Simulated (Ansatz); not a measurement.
# AlNi3 (Pm-3m) in Ansatz: further runs, part 2 of 2

Ansatz 0.2.0. Earlier steps stand in the parts before.

## Step 3: Relaxation of cell and atoms, PBE+D3(BJ), collinear spin, ferromagnetic start

File input.yaml:

```yaml
crystal:
  lattice:
    - [3.5230547267, 0.0, 0.0]
    - [0.0, 3.5230547267, 0.0]
    - [0.0, 0.0, 3.5230547267]
  atoms:
    - { symbol: Ni, position: [0.5, 0.5, 0.0], spin: 1.0 }
    - { symbol: Ni, position: [0.5, 0.0, 0.5], spin: 1.0 }
    - { symbol: Ni, position: [0.0, 0.5, 0.5], spin: 1.0 }
    - { symbol: Al, position: [0.0, 0.0, 0.0] }
hamiltonian:
  xc: pbe
  pseudopotentials: { kind: paw }
  dispersion: d3bj
magnetization:
  spin_polarized: true
kpoints:
  mp_grid: { grid: [8, 8, 8] }
scf:
  occupations: { method: fermi_dirac, width: 0.05 }
output:
  forces: true
  stress: true
  eigenvalues: true
relax:
  f_tol: 0.01
  max_steps: 40
  cell: { stress_tol: 0.05 }
```

Potentials or basis: Ansatz PAW.

Command:

```bash
$ ansatz run input.yaml --threads 2 --pin off --max-ram 5632MiB --backend cpu --events-out ev --progress --plain --runs-dir out
```

Log:

```text
Warning: RAYON_NUM_THREADS=2 ignored (pool sized by the plan → 2); use --threads N
Engine: ansatz 0.2.0, x86_64-unknown-linux-gnu
Pseudopotentials: kind: paw
Pseudopotential: Ni, paw, valence charge 18, recommended cutoff 420 eV (normal), Ni.paw.azcp
Pseudopotential: Al, paw, valence charge 3, recommended cutoff 420 eV (normal), Al.paw.azcp
Functional definition: PBE
  parameter kappa = 0.804
  parameter beta = 0.06672455060314922
  exchange = pbe_x(kappa = kappa, mu = beta*pi^2/3)
  correlation = pbe_c(beta = beta)
[... 119 lines left out ...]
  k-point 2 ↑: bands = ["-86.7248", "-86.7001", "-86.6959", "-47.1696", "-47.1696", "-47.1614", "-47.1034", "-47.1034", "-47.1005", "-47.0536", "-47.0400", "-47.0400", "7.0025", "11.7083", "12.4314", "13.0956", "13.1265", "13.1265", "13.1712", "14.6484", "14.6484", "14.8381", "15.2460", "15.5627", "15.5627", "15.7664", "15.8374", "15.9607", "16.3900", "19.0785", "19.0785", "23.0597", "23.8422", "25.8679", "25.8679", "26.5417"]
  k-point 34 ↓: bands = ["-86.3779", "-86.3779", "-86.3779", "-46.8807", "-46.8807", "-46.8807", "-46.8479", "-46.7533", "-46.7533", "-46.7533", "-46.6591", "-46.6591", "10.6836", "12.5254", "12.5254", "12.5254", "14.2756", "14.2756", "14.2756", "14.5833", "14.5833", "14.5833", "15.2534", "15.2534", "15.2534", "15.5363", "15.5363", "16.1357", "16.5799", "16.5799", "16.5799", "20.1284", "20.7842", "20.7842", "20.7842", "34.7070"]
--- Relaxed structure (3 steps of the walk, 3 accepted, 1 SCFs on fresh bases) ---
  F+E_penalty+E_count = -18060.25732987 eV   max|allowed force component| = 4.115e-29 eV/Å   (the final SCF, on the basis selected at the relaxed cell)
  cell:  # Å, volume = 43.7709 Å³
    - [3.52421143885772, -2.567593127356095e-34, -4.012354050806741e-36]
    - [-2.567593127356095e-34, 3.52421143885772, 1.0030885127016853e-36]
    - [-4.012354050806741e-36, 1.0030885127016853e-36, 3.52421143885772]
  atoms:
    - { symbol: Ni, position: [0.5000000000000001, 0.5000000000000001, 1.779507754569792e-38] }
    - { symbol: Ni, position: [0.5000000000000001, 5.0048655735691594e-39, 0.5000000000000001] }
    - { symbol: Ni, position: [3.5590155081037875e-38, 0.5000000000000001, 0.5000000000000001] }
    - { symbol: Al, position: [-1.067704652410423e-37, 1.3902404325317827e-38, -1.7795077542072706e-38] }
```

It took 19 s on 2 threads of Intel Xeon Platinum 8259CL at 2.50GHz (Skylake/Cascade Lake), shared host; peak memory 0.45 GiB.

Results:

```
Free energy                            : -18060.2573 eV
Relaxed volume                         : 10.94 Å³/atom
Relaxed cell                           : a = 3.524 Å, b = 3.524 Å, c = 3.524 Å, α = 90.00°, β = 90.00°, γ = 90.00°
Space group after relaxing (to 0.05 Å) : Pm-3m (No. 221)
Energy gained by relaxing              : 0.0 meV/atom
Ionic steps                            : 4
Pressure after relaxing                : 0.0 GPa
Band gap on the k mesh                 : none (metal or under the smearing width)
Net moment                             : 0.70 μB per cell
Absolute moment                        : 0.88 μB per cell
Site moments                           : Ni +0.26; Al -0.02 μB
```

Final structure:
```
Ni Al
1.0
     3.52421    0.00000    0.00000
     0.00000    3.52421    0.00000
     0.00000    0.00000    3.52421
Ni Al
3 1
Direct
  0.50000 0.50000 0.00000
  0.50000 0.00000 0.50000
  0.00000 0.50000 0.50000
  0.00000 0.00000 0.00000
```

Levels at points of the mesh, in eV from the Fermi level:
Spin up:
```
              k point  band 25  band 26  band 27  band 28  band 29  band 30  band 31  band 32  band 33  band 34
   (0.00, 0.00, 0.00)    -0.25    -0.06    -0.06    -0.06     0.83     0.83     0.83     6.68     6.68     7.55
  (0.00, 0.00, -0.50)    -1.26    -1.21    -1.08    -0.51    -0.06     5.63     5.63     5.63     5.63     6.51
 (0.00, -0.50, -0.50)    -1.35    -1.25    -1.01    -0.99    -0.60     0.88     0.88     8.25     8.25     8.36
(-0.50, -0.50, -0.50)    -1.34    -1.10    -1.10    -0.30    -0.24    -0.24    -0.24     3.58     4.13     4.13
```
Spin down:
```
              k point  band 26  band 27  band 28  band 29  band 30  band 31
   (0.00, 0.00, 0.00)     0.37     0.37     0.37     0.79     0.79     0.79
  (0.00, 0.00, -0.50)    -0.96    -0.84    -0.32     0.37     5.68     5.68
 (0.00, -0.50, -0.50)    -1.14    -0.80    -0.60    -0.47     1.17     1.17
(-0.50, -0.50, -0.50)    -0.92    -0.92    -0.32     0.13     0.13     0.13
```

Caveat: the plane-wave basis is chosen anew once the cell has moved, so the energies of steps on either side of that aren't comparable; pairwise dispersion overbinds metals, which lowers pressure and volume.

## Step 4: Relaxation of cell and atoms, PBE+D3(BJ)-ATM, collinear spin, ferromagnetic start

input.yaml: that of step 3 with these lines changed.

```diff
@@ -13,3 +13,3 @@
   pseudopotentials: { kind: paw }
-  dispersion: d3bj
+  dispersion: d3bjatm
 magnetization:
@@ -24,2 +24,6 @@
   eigenvalues: true
+  write_density: true
+  write_potential: true
+  elf: true
+  volumetric_format: npy
 relax:
```

Command:

```bash
$ ansatz run input.yaml --threads 2 --pin off --max-ram 5632MiB --backend cpu --events-out ev --progress --plain --runs-dir out
```

Wall time 25 s (2 threads of Intel Xeon Platinum 8259CL at 2.50GHz (Skylake/Cascade Lake), shared host); peak memory 0.45 GiB.

It converged, with:

```yaml
Free_energy: -18060.0526 eV
Relaxed_volume: 11.02 Å³/atom
Relaxed_cell: a = 3.533 Å, b = 3.533 Å, c = 3.533 Å, α = 90.00°, β = 90.00°, γ = 90.00°
Space_group_after_relaxing_to_0.05_Å: Pm-3m (No. 221)
Energy_gained_by_relaxing: 0.5 meV/atom
Ionic_steps: 4
Pressure_after_relaxing: 0.0 GPa
Band_gap_on_the_k_mesh: none (metal or under the smearing width)
Net_moment: 0.71 μB per cell
Absolute_moment: 0.89 μB per cell
Site_moments: Ni +0.26; Al -0.02 μB
```

Step by step:
```tsv
step	energy change (eV)	largest force (eV/Å)	volume (Å³)
1	0.0000	0.0000	43.73
2	-0.0014	0.0000	43.92
3	-0.0018	0.0000	44.09
4	-0.0019	0.0000	44.09
```

Final structure:
```
CELL_PARAMETERS angstrom
3.53283 0.00000 0.00000
0.00000 3.53283 0.00000
0.00000 0.00000 3.53283
ATOMIC_POSITIONS crystal
Ni 0.50000 0.50000 0.00000
Ni 0.50000 0.00000 0.50000
Ni 0.00000 0.50000 0.50000
Al 0.00000 0.00000 0.00000
```

Levels at points of the mesh, in eV from the Fermi level:
Spin up:
```tsv
k point	band 27	band 28	band 29	band 30	band 31	band 32
(0.00, 0.00, 0.00)	-0.07	-0.07	0.82	0.82	0.82	6.64
(0.00, 0.00, -0.50)	-1.07	-0.51	-0.07	5.59	5.59	5.60
(0.00, -0.50, -0.50)	-1.01	-0.98	-0.60	0.87	0.87	8.22
(-0.50, -0.50, -0.50)	-1.09	-0.29	-0.25	-0.25	-0.25	3.53
```
Spin down:
| k point | band 26 | band 27 | band 28 | band 29 | band 30 | band 31 |
| --- | --- | --- | --- | --- | --- | --- |
| (0.00, 0.00, 0.00) | 0.37 | 0.37 | 0.37 | 0.79 | 0.79 | 0.79 |
| (0.00, 0.00, -0.50) | -0.95 | -0.83 | -0.32 | 0.37 | 5.65 | 5.65 |
| (0.00, -0.50, -0.50) | -1.13 | -0.79 | -0.60 | -0.46 | 1.16 | 1.16 |
| (-0.50, -0.50, -0.50) | -0.91 | -0.91 | -0.31 | 0.13 | 0.13 | 0.13 |

Caveat: the plane-wave basis is chosen anew once the cell has moved, so the energies of steps on either side of that aren't comparable; pairwise dispersion overbinds metals, which lowers pressure and volume.

## Step 5: Relaxation of cell and atoms, PBE+D4, collinear spin, ferromagnetic start

input.yaml: that of step 4 with these lines changed.

```diff
@@ -13,3 +13,3 @@
   pseudopotentials: { kind: paw }
-  dispersion: d3bjatm
+  dispersion: d4
 magnetization:
@@ -24,6 +24,2 @@
   eigenvalues: true
-  write_density: true
-  write_potential: true
-  elf: true
-  volumetric_format: npy
 relax:
```

Command:

```bash
$ ansatz run input.yaml --threads 2 --pin off --max-ram 5632MiB --backend cpu --events-out ev --progress --plain --runs-dir out
```

Wall time 24 s (2 threads of Intel Xeon Platinum 8259CL at 2.50GHz (Skylake/Cascade Lake), shared host); peak memory 0.45 GiB.

It converged, with:

```
Free energy                            : -18060.2297 eV
Relaxed volume                         : 10.99 Å³/atom
Relaxed cell                           : a = 3.529 Å, b = 3.529 Å, c = 3.529 Å, α = 90.00°, β = 90.00°, γ = 90.00°
Space group after relaxing (to 0.05 Å) : Pm-3m (No. 221)
Energy gained by relaxing              : 0.2 meV/atom
Ionic steps                            : 4
Pressure after relaxing                : 0.0 GPa
Band gap on the k mesh                 : none (metal or under the smearing width)
Net moment                             : 0.71 μB per cell
Absolute moment                        : 0.88 μB per cell
Site moments                           : Ni +0.26; Al -0.02 μB
```

Step by step:
| step | energy change (eV) | largest force (eV/Å) | volume (Å³) |
| --- | --- | --- | --- |
| 1 | 0.0000 | 0.0000 | 43.73 |
| 2 | -0.0005 | 0.0000 | 43.84 |
| 3 | -0.0006 | 0.0000 | 43.95 |
| 4 | -0.0007 | 0.0000 | 43.95 |

Final structure:
```cif
data_structure
_symmetry_space_group_name_H-M 'P 1'
_symmetry_Int_Tables_number 1
_cell_length_a 3.5289
_cell_length_b 3.5289
_cell_length_c 3.5289
_cell_angle_alpha 90.000
_cell_angle_beta 90.000
_cell_angle_gamma 90.000
_cell_volume 43.95
loop_
_atom_site_label
_atom_site_type_symbol
_atom_site_fract_x
_atom_site_fract_y
_atom_site_fract_z
_atom_site_occupancy
Ni1 Ni 0.50000 0.50000 0.00000 1
Ni2 Ni 0.50000 0.00000 0.50000 1
Ni3 Ni 0.00000 0.50000 0.50000 1
Al1 Al 0.00000 0.00000 0.00000 1
```

Levels at points of the mesh, in eV from the Fermi level:
Spin up:
```csv
k point,band 27,band 28,band 29,band 30,band 31,band 32
"(0.00, 0.00, 0.00)",-0.07,-0.07,0.83,0.83,0.83,6.66
"(0.00, 0.00, -0.50)",-1.07,-0.51,-0.06,5.61,5.61,5.61
"(0.00, -0.50, -0.50)",-1.01,-0.98,-0.60,0.87,0.87,8.23
"(-0.50, -0.50, -0.50)",-1.09,-0.29,-0.25,-0.25,-0.25,3.55
```
Spin down:
```
              k point  band 25  band 26  band 27  band 28  band 29  band 30  band 31  band 32
   (0.00, 0.00, 0.00)     0.03     0.37     0.37     0.37     0.79     0.79     0.79     6.75
  (0.00, 0.00, -0.50)    -0.95    -0.95    -0.84    -0.32     0.37     5.66     5.66     5.67
 (0.00, -0.50, -0.50)    -1.17    -1.13    -0.80    -0.60    -0.46     1.16     1.16     8.28
(-0.50, -0.50, -0.50)    -1.19    -0.91    -0.91    -0.31     0.13     0.13     0.13     3.65
```

Caveat: the plane-wave basis is chosen anew once the cell has moved, so the energies of steps on either side of that aren't comparable; pairwise dispersion overbinds metals, which lowers pressure and volume.

## Step 6: The runs side by side

| level | gap on the mesh (eV) | pressure (GPa) | moment (μB) | relaxed volume (Å³/atom) |
| --- | --- | --- | --- | --- |
| PBE | none | 0.0 | 0.73 | 11.35 |
| PBE+D3(BJ) | none | 0.0 | 0.70 | 10.94 |
| PBE+D3(BJ)-ATM | none | 0.0 | 0.71 | 11.02 |
| PBE+D4 | none | 0.0 | 0.71 | 10.99 |

Alike in all rows: task relaxation of cell and atoms; potentials or basis Ansatz PAW; spin collinear, ferromagnetic start; cell relaxed; k mesh 8 × 8 × 8; cutoff (eV) 420; smearing fermi-dirac 0.05 eV.

Caveats: the plane-wave basis is chosen anew once the cell has moved, so the energies of steps on either side of that aren't comparable; pairwise dispersion overbinds metals, which lowers pressure and volume (some runs).

Absolute energies hang on the potentials; compare differences alone.
